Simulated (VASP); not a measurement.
CdTe:

```
Cd Te
1.0
     0.00000    3.24777    3.24777
     3.24777    0.00000    3.24777
     3.24777    3.24777    0.00000
Cd Te
1 1
Direct
  0.00000 0.00000 0.00000
  0.25000 0.25000 0.25000
```

The cell was built by a generator and needn't be a form met in nature.

Base run:

* Program: VASP 6.6.1
* Functional: PBE0
* Potentials or basis: VASP PAW PBE potentials, release 64 (Cd, Te)
* Cutoff: 520 eV
* k mesh: 6 × 6 × 6
* Occupations: gaussian, width 0.03 eV
* Spin: no spin polarisation

Its results: band gap on the k mesh 2.12 eV, direct; pressure 1.2 GPa.

Problem. The run is repeated on the same cell with these changes: functional from PBE0 to PBEsol; further incar settings from ALGO = Normal; EDIFF = 1e-06; NBANDS = 16 to ALGO = Fast; EDIFF = 1e-06; NBANDS = 16. What comes out?

Solution. Band gap on the k mesh 0.64 eV, direct; pressure 0.0 GPa.

Caveats: the PAW data sets were made with another functional, which shifts forces and pressure a little; spin-orbit coupling is left out, which moves the levels of the heavy elements.
